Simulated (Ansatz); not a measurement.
## Al (Fm-3m) under several functionals

**The experiment to reproduce.**

“The interpretation of polycrystalline coherent inelastic neutron scattering from aluminium”, 2013, pmc:3831299 quotes, for a bulk crystal of Al: lattice constant a 4.0495 Å.

Plane-wave DFT in Ansatz with scalar-relativistic PAW potentials. The same structure was relaxed (cell and atoms, symmetry kept) in separate runs at each level. No spin polarisation.

Question: How do the levels PBE, PBE+D3(BJ), PBEsol, r2SCAN compare?

Answer:
| level | cutoff (eV) | k mesh | V (Å³/atom) | a (Å) |
| --- | --- | --- | --- | --- |
| PBE+D3(BJ) | 420 | 18×18×18 | 15.788 | 3.982 |
| r2SCAN | 500 | 18×18×18 | 15.912 | 3.993 |
| PBEsol | 420 | 18×18×18 | 16.185 | 4.015 |
| PBE | 420 | 18×18×18 | 16.505 | 4.042 |

The usual order of volumes, PBEsol < PBE, holds here (16.185, 16.505 Å³/atom). As a rule PBEsol, built on the gradient expansion of slowly varying densities, lies between LDA and PBE; PBE's stronger gradient term for exchange weakens bonds. Adding D3 to PBE changes the volume by -4.3 %; the term is attractive, so it pulls cells in. In metals the pairwise form ignores screening by the conduction electrons and often pulls in too far. r2SCAN lies 3.6 % under PBE in volume.

For PBE: Against the measured lattice constant a of Al, 4.0495 Å (quoted in “The interpretation of polycrystalline coherent inelastic neutron scattering from aluminium”, 2013, pmc:3831299), the calculated 4.042 Å is off by -0.2 %. The calculations are for 0 K without zero-point motion.